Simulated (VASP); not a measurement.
Input of a VASP 6.6.1 run:

Contents of POSCAR:

```
C
1.0
    2.5221000000      0.0000000000      0.0000000000
   -1.2610500000      2.1842026709      0.0000000000
    0.0000000000      0.0000000000      8.2371000000
C
8
Direct
    0.6666666667      0.3333333333      0.8437500000
    0.3333333333      0.6666666667      0.3437500000
    0.6666666667      0.3333333333      0.6562500000
    0.3333333333      0.6666666667      0.1562500000
    0.0000000000      0.0000000000      0.9062500000
    0.0000000000      0.0000000000      0.4062500000
    0.0000000000      0.0000000000      0.5937500000
    0.0000000000      0.0000000000      0.0937500000
```

INCAR.step1

```
PREC = Accurate
ENCUT = 520
EDIFF = 1E-7
ISMEAR = -1
SIGMA = 0.05
LREAL = False
LASPH = True
NELM = 80
ALGO = Fast
ISIF = 2
LWAVE = False
LCHARG = True
GGA = PS
```

KPOINTS.step1

```
regular mesh
0
Gamma
  12 12 4
```

File INCAR.step2:

```
PREC = Accurate
ENCUT = 520
EDIFF = 1E-7
ISMEAR = 0
SIGMA = 0.05
LREAL = False
LASPH = True
NELM = 80
ALGO = Fast
ISIF = 2
LWAVE = False
LCHARG = False
GGA = PS
ICHARG = 11
```

File KPOINTS.step2:

```
path GMKGALHA,LM,KH
15
line-mode
reciprocal
 0.0000000000  0.0000000000  0.0000000000  G
 0.5000000000  0.0000000000  0.0000000000  M

 0.5000000000  0.0000000000  0.0000000000  M
 0.3333333333  0.3333333333  0.0000000000  K

 0.3333333333  0.3333333333  0.0000000000  K
 0.0000000000  0.0000000000  0.0000000000  G

 0.0000000000  0.0000000000  0.0000000000  G
 0.0000000000  0.0000000000  0.5000000000  A

 0.0000000000  0.0000000000  0.5000000000  A
 0.5000000000  0.0000000000  0.5000000000  L

 0.5000000000  0.0000000000  0.5000000000  L
 0.3333333333  0.3333333333  0.5000000000  H

 0.3333333333  0.3333333333  0.5000000000  H
 0.0000000000  0.0000000000  0.5000000000  A

 0.5000000000  0.0000000000  0.5000000000  L
 0.5000000000  0.0000000000  0.0000000000  M

 0.3333333333  0.3333333333  0.0000000000  K
 0.3333333333  0.3333333333  0.5000000000  H
```

Potentials or basis: VASP PAW PBE potentials, release 64 (C).

Command:

```bash
$ cat potpaw_PBE.64/C/POTCAR > POTCAR
$ cp INCAR.step1 INCAR
$ cp KPOINTS.step1 KPOINTS
$ mpirun -np 1 vasp_std > vasp.out
$ cp INCAR.step2 INCAR
$ cp KPOINTS.step2 KPOINTS
$ mpirun -np 1 vasp_std > vasp.out
```

(1) What does it give for the band gap on the k mesh?

(2) Estimate the band gap along the path.

Answers

(1) 4.27 eV, indirect (least direct gap 5.12 eV).

(2) 4.27 eV, indirect (least direct gap 5.12 eV).

Caveat: the log is that of the step along the path at fixed density, whose energy, stress, charges and moments have no meaning.
